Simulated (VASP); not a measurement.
# MgTe (F-43m) in VASP: a series of runs, part 2 of 2

VASP 6.6.1.

## Step 4: Single point, PBE

Input file run.py:

```python
from ase.calculators.vasp import Vasp
from ase.dft.bandgap import bandgap
from ase.io import read

atoms = read('POSCAR')
calc = Vasp(
    directory='calc',
    xc='pbe',
    pp='PBE',
    setups='minimal',
    prec='Accurate',
    encut=500,
    ediff=1e-06,
    ismear=0,
    sigma=0.05,
    lreal=False,
    lasph=True,
    nelm=100,
    algo='Fast',
    isif=2,
    lwave=False,
    lcharg=False,
    kpts=[7, 7, 7],
    gamma=True,
    nbands=11,
)
atoms.calc = calc

print('energy (eV):', atoms.get_potential_energy())
print('free energy (eV):', atoms.get_potential_energy(force_consistent=True))
print('forces (eV/A):')
print(atoms.get_forces())
print('stress (eV/A^3, Voigt):', atoms.get_stress())
print('Fermi level (eV):', calc.get_fermi_level())
gap, top, bottom = bandgap(calc)
print('band gap (eV):', gap, 'from (spin, k, band)', top, 'to', bottom)
```

Input file POSCAR:

```
MgTe
1.0
    0.0000000000      3.2319988239      3.2319988239
    3.2319988239      0.0000000000      3.2319988239
    3.2319988239      3.2319988239      0.0000000000
Te Mg
1 1
Direct
    0.2500000000      0.2500000000      0.2500000000
    0.0000000000      0.0000000000      0.0000000000
```

Potentials or basis: VASP PAW PBE potentials, release 64 (Te, Mg).

Command:

```
$ python run.py
```

Standard output:

```text
energy (eV): -6.40049485
free energy (eV): -6.40049485
forces (eV/A):
[[-0. -0. -0.]
 [ 0.  0.  0.]]
stress (eV/A^3, Voigt): [-0.00451881 -0.00451881 -0.00451881 -0.         -0.         -0.        ]
Fermi level (eV): 2.10808026
band gap (eV): 2.4109 from (spin, k, band) (0, np.int64(0), np.int64(3)) to (0, np.int64(0), np.int64(4))
```

OUTCAR:

```text
ENCUT = 500.000000
   EDIFF = 1.00e-06
   GGA = PE
   PREC = Accurate
   ISIF = 2
   ISMEAR = 0
   NELM = 100
   LASPH = .TRUE.
   LREAL = .FALSE.

 ion  position               nearest neighbor table
   1  0.250  0.250  0.250-   2 2.80   2 2.80   2 2.80   2 2.80
   2  0.000  0.000  0.000-   1 2.80   1 2.80   1 2.80   1 2.80

  LATTYP: Found a face centered cubic cell.
 ALAT       =     6.4639976478
[... 473 lines left out ...]
  in kB        7.2399277      7.2399277      7.2399277      0.0000000      0.0000000      0.0000000
  external PRESSURE =       7.2399277 kB  Pullay stress =       0.0000000 kB

 VOLUME and BASIS-vectors are now :
 -----------------------------------------------------------------------------
  energy-cutoff  :      500.00
  volume of cell :       67.52
      direct lattice vectors                 reciprocal lattice vectors
     0.000000000  3.231998824  3.231998824    -0.154703027  0.154703027  0.154703027
     3.231998824  0.000000000  3.231998824     0.154703027 -0.154703027  0.154703027
     3.231998824  3.231998824  0.000000000     0.154703027  0.154703027 -0.154703027

 POSITION                                       TOTAL-FORCE (eV/Angst)
 -----------------------------------------------------------------------------------
      1.61600      1.61600      1.61600        -0.000000     -0.000000     -0.000000
      0.00000      0.00000      0.00000         0.000000      0.000000      0.000000
 -----------------------------------------------------------------------------------
    total drift:                                0.000000      0.000000      0.000000

  FREE ENERGIE OF THE ION-ELECTRON SYSTEM (eV)
  ---------------------------------------------------
  free  energy   TOTEN  =        -6.4004948489 eV

  energy  without entropy=       -6.4004948489  energy(sigma->0) =       -6.40049485
```

INCAR:

```text
ENCUT = 500.000000
SIGMA = 0.050000
EDIFF = 1.00e-06
ALGO = Fast
GGA = PE
PREC = Accurate
ISIF = 2
ISMEAR = 0
NBANDS = 11
NELM = 100
LASPH = .TRUE.
LCHARG = .FALSE.
LWAVE = .FALSE.
LREAL = .FALSE.
```

Wall time 12 s (1 thread of Intel Xeon Platinum 8559C (Emerald Rapids), shared host); peak memory 0.2 GiB.

Results:

* Free energy: -6.4005 eV
* Pressure: 0.7 GPa
* Band gap on the k mesh: 2.41 eV, direct

Caveat: spin-orbit coupling is left out, which moves the levels of the heavy elements.

## Step 5: Electron localisation function, RPBE+D3

Input file INCAR:

```
PREC = Accurate ; ENCUT = 500
EDIFF = 1E-7 ; ISMEAR = -5
SIGMA = 0.05 ; LREAL = F
LASPH = T ; NELM = 60
ALGO = Normal ; ISIF = 2
LWAVE = F ; LCHARG = T
GGA = RP ; IVDW = 11
LELF = T
```

Input file KPOINTS:

```
Automatic mesh
0
Gamma
  7 7 7
```

POSCAR, as its differences from that of step 4:

```diff
@@ -7,4 +7,4 @@
 1 1
-Direct
-    0.2500000000      0.2500000000      0.2500000000
+Cartesian
+    1.6159994120      1.6159994120      1.6159994120
     0.0000000000      0.0000000000      0.0000000000
```

Potentials or basis: VASP PAW PBE potentials, release 64 (Te, Mg).

Command:

```
$ cat potpaw_PBE.64/Te/POTCAR potpaw_PBE.64/Mg/POTCAR > POTCAR
$ mpirun -np 1 vasp_std > vasp.out
```

OUTCAR:

```text
PREC = Accurate
   ENCUT = 500
   EDIFF = 1E-7
   ISMEAR = -5
   LREAL = F
   LASPH = T
   NELM = 60
   ISIF = 2
   GGA = RP
   IVDW = 11
 IVDW          = 11

 ion  position               nearest neighbor table
   1  0.250  0.250  0.250-   2 2.80   2 2.80   2 2.80   2 2.80
   2  0.000  0.000  0.000-   1 2.80   1 2.80   1 2.80   1 2.80

  LATTYP: Found a face centered cubic cell.
 ALAT       =     6.4639976478

  Lattice vectors:

 A1 = (   0.0000000000,   3.2319988239,   3.2319988239)
 A2 = (   3.2319988239,   0.0000000000,   3.2319988239)
 A3 = (   3.2319988239,   3.2319988239,   0.0000000000)

Analysis of symmetry for initial positions (statically):
=====================================================================
 Subroutine PRICEL returns:
 Original cell was already a primitive cell.

 Routine SETGRP: Setting up the symmetry group for a
 face centered cubic supercell.

 Subroutine GETGRP returns: Found 24 space group operations
 (whereof 24 operations were pure point group operations)
 out of a pool of 48 trial point group operations.

The static configuration has the point symmetry T_d .

[... 163 lines left out ...]
 fundamental gap:      2.5906709209
 Fermi energy:         2.0105886302

 k-point     1 :       0.0000    0.0000    0.0000
  band No.  band energies     occupation
      1      -8.1652      2.00000
      2       1.9697      2.00000
      3       1.9697      2.00000
      4       1.9697      2.00000
      5       4.5603      0.00000
      6       7.4777      0.00000
      7       7.4777      0.00000
      8       7.4777      0.00000
[... 199 lines left out ...]
 k-point    20 :      -0.2857    0.4286    0.1429
  band No.  band energies     occupation
      1      -7.3933      2.00000
      2      -0.7034      2.00000
      3       0.0563      2.00000
      4       0.7967      2.00000
      5       6.2933      0.00000
      6       7.6126      0.00000
      7       8.5523      0.00000
      8       8.9620      0.00000

------------------------ aborting loop because EDIFF is reached ----------------------------------------

 Edisp (eV)   -0.62576

 E8    (eV) :    -0.1844

  FORCE on cell =-STRESS in cart. coord.  units (eV):
  Direction    XX          YY          ZZ          XY          YZ          ZX
  --------------------------------------------------------------------------------------
  -------------------------------------------------------------------------------------
  Total      -0.06085    -0.06085    -0.06085     0.00000    -0.00000     0.00000
  in kB      -1.44396    -1.44396    -1.44396     0.00000    -0.00000     0.00000
  external pressure =       -1.44 kB  Pullay stress =        0.00 kB

 VOLUME and BASIS-vectors are now :
 -----------------------------------------------------------------------------
  energy-cutoff  :      500.00
  volume of cell :       67.52
      direct lattice vectors                 reciprocal lattice vectors
     0.000000000  3.231998824  3.231998824    -0.154703027  0.154703027  0.154703027
     3.231998824  0.000000000  3.231998824     0.154703027 -0.154703027  0.154703027
     3.231998824  3.231998824  0.000000000     0.154703027  0.154703027 -0.154703027

 POSITION                                       TOTAL-FORCE (eV/Angst)
 -----------------------------------------------------------------------------------
      1.61600      1.61600      1.61600        -0.000000     -0.000000     -0.000000
      0.00000      0.00000      0.00000         0.000000      0.000000      0.000000
 -----------------------------------------------------------------------------------
    total drift:                                0.000000      0.000000     -0.000000

  FREE ENERGIE OF THE ION-ELECTRON SYSTEM (eV)
  ---------------------------------------------------
  free  energy   TOTEN  =        -6.5610969892 eV

  energy  without entropy=       -6.5610969892  energy(sigma->0) =       -6.56109699
```

It took 9.5 s on 1 thread of Intel Xeon Platinum 8559C (Emerald Rapids), shared host; peak memory 0.2 GiB.

What came out:

- Free energy: -6.5611 eV
- Pressure: -0.1 GPa
- Band gap on the k mesh: 2.59 eV, direct
- Dispersion energy per atom: -0.313 eV

Caveat: the PAW data sets were made with another functional, which shifts forces and pressure a little; spin-orbit coupling is left out, which moves the levels of the heavy elements. As with any semilocal functional, this RPBE gap is likely too small.

## Step 6: Single point, PBE

Input file INCAR:

```
  PREC = Accurate
  ENCUT = 350
  EDIFF = 1E-6
  ISMEAR = 0
  SIGMA = 0.02
  LREAL = False
  LASPH = True
  NELM = 100
  ALGO = Normal
  ISIF = 2
  LWAVE = False
  LCHARG = False
  GGA = PE
  NBANDS = 11
```

Input file KPOINTS:

```
regular mesh
0
Gamma
  3 3 3
```

POSCAR, as its differences from that of step 5:

```diff
@@ -7,4 +7,4 @@
 1 1
-Cartesian
-    1.6159994120      1.6159994120      1.6159994120
+Direct
+    0.2500000000      0.2500000000      0.2500000000
     0.0000000000      0.0000000000      0.0000000000
```

Potentials or basis: VASP PAW PBE potentials, release 64 (Te_GW, Mg_GW).

Command:

```
$ cat potpaw_PBE.64/Te_GW/POTCAR potpaw_PBE.64/Mg_GW/POTCAR > POTCAR
$ mpirun -np 1 vasp_std > vasp.out
```

It took 10 s on 1 thread of Intel Xeon Platinum 8375C at 2.90GHz (Ice Lake), shared host; peak memory 0.14 GiB.

Results (log left out):

* Free energy: -6.2584 eV
* Pressure: 1.2 GPa
* Band gap on the k mesh: 2.39 eV, direct

Levels at points of the mesh, in eV from the valence-band top:
| k point | band 1 | band 2 | band 3 | band 4 | band 5 | band 6 | band 7 | band 8 |
| --- | --- | --- | --- | --- | --- | --- | --- | --- |
| (0.00, 0.00, 0.00) | -10.17 | 0.00 | 0.00 | 0.00 | 2.39 | 5.42 | 5.42 | 5.42 |

Caveat: the k mesh is coarse (spacing up to 0.56 Å⁻¹), so the values aren't converged; spin-orbit coupling is left out, which moves the levels of the heavy elements.

## Step 7: The reference run

An earlier run on the cell as given: functional PBE; potentials or basis VASP PAW PBE potentials, release 64 (Te, Mg); cutoff 520 eV; k mesh 7 × 7 × 7; occupations fermi-dirac, width 0.05 eV; no spin polarisation.

- Pressure: 0.7 GPa
- Band gap on the k mesh: 2.41 eV, direct

## Step 8: Overview

| task | level | potentials or basis | k mesh | cutoff (eV) | smearing | mesh quality | gap on the mesh (eV) | pressure (GPa) |
| --- | --- | --- | --- | --- | --- | --- | --- | --- |
| single point | PBE | VASP PAW PBE potentials, release 64 (Te_GW, Mg_GW) | 4 × 4 × 4 | 450 | gaussian 0.02 eV | coarse | 2.40 | 0.8 |
| single point | PBE | VASP PAW PBE potentials, release 64 (Te, Mg) | 7 × 7 × 7 | 500 | gaussian 0.05 eV | not flagged | 2.41 | 0.7 |
| electron localisation function | RPBE+D3 | VASP PAW PBE potentials, release 64 (Te, Mg) | 7 × 7 × 7 | 500 | tetrahedron | not flagged | 2.59 | -0.1 |
| single point | PBE | VASP PAW PBE potentials, release 64 (Te_GW, Mg_GW) | 3 × 3 × 3 | 350 | gaussian 0.02 eV | coarse | 2.39 | 1.2 |
| single point | PBE | VASP PAW PBE potentials, release 64 (Te, Mg) | 7 × 7 × 7 | 520 | fermi-dirac 0.05 eV | not flagged | 2.41 | 0.7 |

Alike in all rows: no spin polarisation; cell as given.

Caveats: some runs use coarse meshes; spin-orbit coupling is left out, which moves the levels of the heavy elements; the PAW data sets were made with another functional, which shifts forces and pressure a little (some runs).

Absolute energies hang on the potentials; compare differences alone.
